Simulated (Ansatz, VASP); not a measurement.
**As in VASP and in Ansatz**

```xyz
2
Lattice="3.3480 0.0000 0.0000 -1.6740 2.8995 0.0000 0.0000 0.0000 28.5742" Properties=species:S:1:pos:R:3 pbc="T T T"
As    0.0000    1.9330   13.8381
As    1.6740    0.9665   14.7361
```

Alike in both runs: task single point; functional PBE; dispersion D3(BJ); k mesh 9 × 9 × 1; occupations gaussian, width 0.02 eV; no spin polarisation.

```csv
,VASP,Ansatz
version,VASP 6.6.1,Ansatz 0.2.0
potentials or method,"VASP PAW PBE potentials, release 64 (As)","scalar-relativistic, plane waves, PAW"
plane-wave cutoff (eV),520,420
valence electrons in the cell,10,30
```

VASP gave:

- gap on the k mesh at the Fermi level (eV): none
- rms of the force components (eV/Å): 5.294
- work function, face that differs most (eV): 5.01

Estimate Ansatz's values.

gap on the k mesh at the Fermi level (eV): 0.01; rms of the force components (eV/Å): 5.328; work function, face that differs most (eV): 5.08.

Atom by atom the forces differ by 0.034 eV/Å (rms over components). A gap of «none» marks a metal or a gap that the smearing closes. The functional is the same, so the differences come from potentials, cutoffs and numerics. The two sets of potentials don't hold the same shells in valence.
